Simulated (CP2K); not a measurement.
Runs of CP2K 2026.2 on Hf. It takes space group Im-3m (No. 229, cubic). The conventional cell has a = 3.610 Å, b = 3.610 Å, c = 3.610 Å, α = 90.00°, β = 90.00°, γ = 90.00°. Around Hf (site symmetry m-3m) lie 8 Hf at 3.13 Å. This isn't the form of Hf at room conditions, which is hcp.

```csv
level,cutoff radius of the dispersion sum (A),gap on the mesh (eV),pressure (GPa)
PBE+D3(BJ)+ATM,20,none,-7.3
PBE+D4,20,none,(a)
PBE,-,none,-4.5
PBE+D3(BJ),20,none,-7.5
PBE+D3,20,none,(b)
```

Alike in all rows: task single point; potentials or basis POTENTIAL_UZH Hf GTH-PBE-q12; TZVP-MOLOPT-PBE-GTH basis; no spin polarisation; cell as given; k mesh 10 × 10 × 10; smearing fermi-dirac 0.05 eV.

Problem. Estimate the missing entries.

Solution. (a) -5.9; (b) -8.0.

Caveats: the basis of atomic orbitals isn't converged, which shifts pressures, moduli and gaps; pairwise dispersion overbinds metals, which lowers pressure and volume (some runs).

A k mesh can miss the band edges, and the runs leave out spin-orbit coupling on Hf.

A gap of «none» marks a metal or a gap under the smearing width.
